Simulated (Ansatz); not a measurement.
Write the native input for Ansatz 0.2.0 that does the following.

| Property | Result |
| --- | --- |
| Task | relaxation of cell and atoms |
| Functional | PBEsol |
| Potentials or basis | Ansatz PAW |
| Cutoff | 420 eV (not typed: the program's choice for these potentials) |
| k mesh | 11 × 11 × 11 |
| Occupations | fermi-dirac, width 0.05 eV |
| Spin | no spin polarisation |
| Target pressure | 30 GPa |
| Target pressure (GPa) | 30 |

Ag:

```
CELL_PARAMETERS angstrom
-1.65565 1.65565 1.65565
1.65565 -1.65565 1.65565
1.65565 1.65565 -1.65565
ATOMIC_POSITIONS crystal
Ag 0.00000 0.00000 0.00000
```

This isn't the form of Ag at room conditions, which is fcc.

These files were run (other wordings do the same):

input.yaml

```yaml
crystal:
  lattice:
    - [-1.655654, 1.655654, 1.655654]
    - [1.655654, -1.655654, 1.655654]
    - [1.655654, 1.655654, -1.655654]
  atoms:
    - { symbol: Ag, position: [0.0, 0.0, 0.0] }
hamiltonian:
  xc: pbesol
  pseudopotentials: { kind: paw }
kpoints:
  mp_grid: { grid: [11, 11, 11] }
scf:
  occupations: { method: fermi_dirac, width: 0.05 }
output:
  forces: true
  stress: true
  eigenvalues: true
relax:
  f_tol: 0.01
  max_steps: 40
  cell: { stress_tol: 0.05, p_target: 30.0 }
```

Potentials or basis: Ansatz PAW.

Command:

```console
$ ansatz run input.yaml --threads 2 --pin off --max-ram 5632MiB --backend cpu --events-out ev --progress --plain --runs-dir out
```

It gave:

The relaxed volume is 14.25 Å³/atom. The relaxed cell is a = 2.645 Å, b = 2.645 Å, c = 2.645 Å, α = 109.47°, β = 109.47°, γ = 109.47°. The space group after relaxing (to 0.05 Å) is Im-3m (No. 229) and the energy change on relaxing (the enthalpy is what falls) is +165.0 meV/atom. The ionic steps are 6, the pressure after relaxing is 30.0 GPa and the band gap on the k mesh is none (metal or under the smearing width).

Caveat: the volume moved by over 15 % at a fixed basis, so the end points are rough; the plane-wave basis is chosen anew once the cell has moved, so the energies of steps on either side of that aren't comparable; the PAW data sets come from PBE, with cores solved anew for the run's functional, which leaves a small shift of forces and pressure.

Wall time 4.2 s on 2 threads of AMD EPYC 7R43 64-Core Processor (Zen 3) (shared host), peak memory 0.33 GiB.
